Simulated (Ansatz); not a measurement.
Runs of Ansatz 0.2.0 on TiAl3. It takes space group I4/mmm (No. 139, tetragonal). Conventional cell: a = 3.822 Å, b = 3.822 Å, c = 8.561 Å, α = 90.00°, β = 90.00°, γ = 90.00°. Ti (site symmetry 4/mmm) is surrounded by 12 Al at 2.70 to 2.87 Å. Al (site symmetry -4m2) is surrounded by 8 Al at 2.70 to 2.87 Å and 4 Ti at 2.87 Å. Al (site symmetry 4/mmm) is surrounded by 4 Ti at 2.70 Å and 8 Al at 2.87 Å. The cell comes from a database or a generator and needn't be the stable form of this composition.

```tsv
task	level	cell	k mesh	cutoff (eV)	points for each segment of the path	mesh quality	gap on the mesh (eV)	pressure (GPa)	relaxed volume (Å³/atom)
relaxation of cell and atoms	PBEsol	relaxed	10 × 10 × 10	420	-	not flagged	none	0.0	15.57
band structure	RPBE	as given	6 × 6 × 6	420	14	coarse	none	(c)	-
band structure	r2SCAN	as given	6 × 6 × 6	500	14	coarse	none	(b)	-
band structure	PBEsol	as given	6 × 6 × 6	420	14	coarse	none	-0.5	-
band structure	revPBE	as given	6 × 6 × 6	420	14	coarse	none	3.9	-
band structure	LDA	as given	6 × 6 × 6	420	14	coarse	none	-3.5	-
relaxation of cell and atoms	PBEsol+D3(BJ)	relaxed	10 × 10 × 10	420	-	not flagged	none	0.0	14.99
relaxation of cell and atoms	PBEsol+D4	relaxed	10 × 10 × 10	420	-	not flagged	none	0.0	(a)
```

Alike in all rows: potentials or basis Ansatz PAW; no spin polarisation; smearing fermi-dirac 0.05 eV.

Estimate the missing entries.

(a) 15.31; (b) 0.1; (c) 4.5.

Caveats: some runs use coarse meshes; the PAW data sets come from PBE, with cores solved anew for the run's functional, which leaves a small shift of forces and pressure; the plane-wave basis is chosen anew once the cell has moved, so the energies of steps on either side of that aren't comparable (some runs); pairwise dispersion overbinds metals, which lowers pressure and volume (some runs).

A gap of «none» marks a metal or a gap under the smearing width.

Runs at the PBE level aren't shown here.
